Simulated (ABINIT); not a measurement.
A run of ABINIT 10.8.3 (patched build) is set up as follows.

run.abi

```
pp_dirpath "./"
pseudos "Sb.upf"

acell 5.900484631 8.2156183419 8.3261783872
rprim
     1.0000000000     0.0000000000     0.0000000000
     0.0000000000     1.0000000000     0.0000000000
    -0.0088322263     0.0000000000     0.9999609951
ntypat 1
znucl 51
natom 2
typat 1 1
xred
     0.0113890000     0.2500000000     0.2411660000
     0.9886110000     0.7500000000     0.7588340000
chkprim 0
chksymtnons 0
tolsym 1.0e-6

ecut 40.0

kptopt 1
ngkpt 7 4 4
nshiftk 1
shiftk 0.0 0.0 0.0

ixc 7

nband 19
occopt 3
tsmear 0.00183747

nstep 100
tolvrs 1.0e-10

iomode 3
prtwf 0
prtden 0
prteig 0
prtebands 0
```

Potentials or basis: PseudoDojo NC SR LDA v0.4.1 standard.

Launch:

```console
$ mpirun --bind-to none -np 4 abinit run.abi > log 2>&1
```

(1) What does it give for the largest force?

(2) What does it give for the band gap on the k mesh?

Results:

(1) 0.071 eV/Å.

(2) none (metal or under the smearing width).

Caveat: the k mesh is coarse (spacing up to 0.36 Å⁻¹), so the values aren't converged.
